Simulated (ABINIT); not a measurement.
Crystal: SrO.

```
CELL_PARAMETERS angstrom
0.00000 2.56630 2.56630
2.56630 0.00000 2.56630
2.56630 2.56630 0.00000
ATOMIC_POSITIONS crystal
Sr 0.50000 0.50000 0.50000
O 0.00000 0.00000 0.00000
```

Base run:

```yaml
Program: ABINIT 10.8.3 (patched build)
Functional: BLYP
Potentials_or_basis: JTH PAW PBE v2.0
Cutoff: 626 eV
k_mesh: 9 × 9 × 9
Occupations: fermi-dirac, width 0.05 eV
Spin: no spin polarisation
```

Its results: band gap on the k mesh 3.50 eV, indirect (least direct gap 3.58 eV); pressure 5.9 GPa.

Q: After a change of settings the same cell gave: band gap on the k mesh 3.26 eV, indirect (least direct gap 3.35 eV); pressure -0.7 GPa. Which change was it?
A. functional from BLYP to HCTH407; spin from no spin polarisation to spin-orbit coupling, no magnetisation
B. functional from BLYP to PBEsol; potentials or basis from JTH PAW PBE v2.0 to PseudoDojo NC SR PBEsol v0.4 stringent; cutoff from 626 eV to 1252 eV
C. functional from BLYP to revPBE; spin from no spin polarisation to spin-orbit coupling, no magnetisation
D. functional from BLYP to RPBE

A: B.

Caveats: the PAW data sets were made with another functional, which shifts forces and pressure a little (some runs).

Runs at the PBE level aren't shown here.
